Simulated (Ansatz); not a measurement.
**Ionic part of the dielectric constant of CaF$_{2}$ at 25 GPa, mode by mode**

All numbers below come from DFT PBE, scalar-relativistic, plane waves, PAW (Ansatz 0.2.0). Cutoff 420 eV, 8×8×8 k-points (Γ-centred), fixed occupations. No spin polarisation. Phonons by linear response, acoustic sum rule imposed.

Symmetry: Fm-3m, No. 225, cubic system. Conventional cell: a = 5.148 Å, b = 5.148 Å, c = 5.148 Å, α = 90.00°, β = 90.00°, γ = 90.00°. Around Ca (site symmetry m-3m) lie 8 F at 2.23 Å. F (site symmetry -43m) has 4 Ca at 2.23 Å as nearest neighbours.

The real crystal has changed phase below this pressure.

The primitive cell has V = 34.11 Å³ and ε∞,yy = 2.408. Each polar mode adds Δε = (4.92064×10⁷/V)·S/ν² along y, with S its oscillator strength in e²/amu, ν in cm⁻¹ and V in Å³.

Question: From these modes, find each Δε and ε0,yy.
```tsv
ν (cm⁻¹)	S_yy (e²/amu)
368.1	0.3
```

Answer:
| ν (cm⁻¹) | Δε |
| --- | --- |
| 368.1 | 3.19 |

The sum is 3.193, so ε0,yy = 5.60; the run's tensor has 5.60.

Question: Where do the longitudinal modes lie for a wave vector along y?

Answer: At 561 cm⁻¹. The Lyddane–Sachs–Teller product Π(ν_LO/ν_TO)² = 2.33 matches ε0/ε∞ = 2.33.

Cost: 1 run of about 0.2 core-minutes, on AMD EPYC 9R45 (Zen 5) (shared hosts).

Lattice polarisation dominates the static response: the single polar mode adds 3.19 to an electronic permittivity of only 2.408. Fluorite has just one infrared-active optical mode at the zone centre, a threefold degenerate motion of the Ca sublattice against the two F sublattices. The Raman-active mode, in which the F sublattices move against each other, carries no dipole and adds nothing.

The low electronic part reflects tightly bound F 2p electrons and a wide gap. It screens the long-range field of the longitudinal vibration only weakly, so that mode is pushed up to 561 cm⁻¹, far above the transverse one at 368.1 cm⁻¹. The oscillator strength implies a Born effective charge on Ca somewhat above its formal ionic value, which suggests modest charge transfer between F 2p and empty Ca 3d states during the displacement. The Lyddane–Sachs–Teller match shows internal consistency, not accuracy against experiment. With a single volume, the calculation doesn't show how far compression stiffens the mode and thereby lowers the ionic response.
